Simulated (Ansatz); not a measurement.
**P: band structure with revPBE**

The system is P.

```
P
1.0
     1.64774   -5.46504    0.00000
     1.64774    5.46504    0.00000
     0.00000    0.00000    4.54364
P
4
Direct
  0.90414 0.09586 0.58882
  0.09586 0.90414 0.41118
  0.59586 0.40414 0.08882
  0.40414 0.59586 0.91118
```

```json
{"Program": "Ansatz 0.2.0", "Task": "band structure", "Functional": "revPBE", "Potentials or basis": "Ansatz PAW", "Cutoff": "420 eV (not typed: the program's choice for these potentials)", "k mesh": "8 × 8 × 6", "Occupations": "fermi-dirac, width 0.05 eV", "Spin": "no spin polarisation", "Path": "[[\"G\", \"X\", \"S\", \"R\", \"A\", \"Z\", \"G\", \"Y\", \"X1\", \"A1\", \"T\", \"Y\"], [\"Z\", \"T\"]]", "Points for each segment of the path": "14"}
```

```yaml
Pressure: 3.3 GPa
Largest_force: 0.355 eV/Å
Band_gap_on_the_k_mesh: 0.14 eV, direct
Band_gap_along_the_path: 0.14 eV, direct
```

Forces on the atoms (eV/Å):
```
P    0.000  0.177 -0.308
P    0.000 -0.177  0.308
P    0.000 -0.177 -0.308
P    0.000  0.177  0.308
```

Stress tensor (GPa, compression positive):
```
3.23 0.00 0.00
0.00 3.21 0.00
0.00 0.00 3.54
```

Levels at the corners of the path, in eV from the valence-band top:
```tsv
point	band 7	band 8	band 9	band 10	band 11	band 12	band 13	band 14
Γ	-4.10	-2.77	-2.60	-1.21	0.58	1.00	1.88	2.80
X	-3.65	-3.40	-2.66	-2.45	0.70	0.83	1.30	1.98
S	-3.40	-3.40	-2.65	-2.65	0.67	0.67	1.50	1.50
R	-5.30	-5.30	-1.81	-1.81	1.67	1.67	3.40	3.40
A	-4.80	-4.80	-1.73	-1.73	1.75	1.75	3.28	3.28
Z	-3.31	-3.31	-1.68	-1.68	1.43	1.43	2.88	2.88
Γ	-4.10	-2.77	-2.60	-1.21	0.58	1.00	1.88	2.80
Y	-4.20	-2.45	-1.58	0.00	0.14	0.77	2.09	2.69
X1	-3.65	-3.40	-2.66	-2.45	0.70	0.83	1.30	1.98
A1	-4.80	-4.80	-1.73	-1.73	1.75	1.75	3.28	3.28
T	-2.80	-2.80	-1.98	-1.98	1.40	1.40	2.61	2.61
Y	-4.20	-2.45	-1.58	0.00	0.14	0.77	2.09	2.69
Z	-3.31	-3.31	-1.68	-1.68	1.43	1.43	2.88	2.88
T	-2.80	-2.80	-1.98	-1.98	1.40	1.40	2.61	2.61
```

Wall time 14 s on 2 threads of Intel(R) Xeon(R) Processor @ 2.50GHz (Skylake/Cascade Lake) (shared host), peak memory 0.43 GiB.

Caveat: the PAW data sets come from PBE, with cores solved anew for the run's functional, which leaves a small shift of forces and pressure.
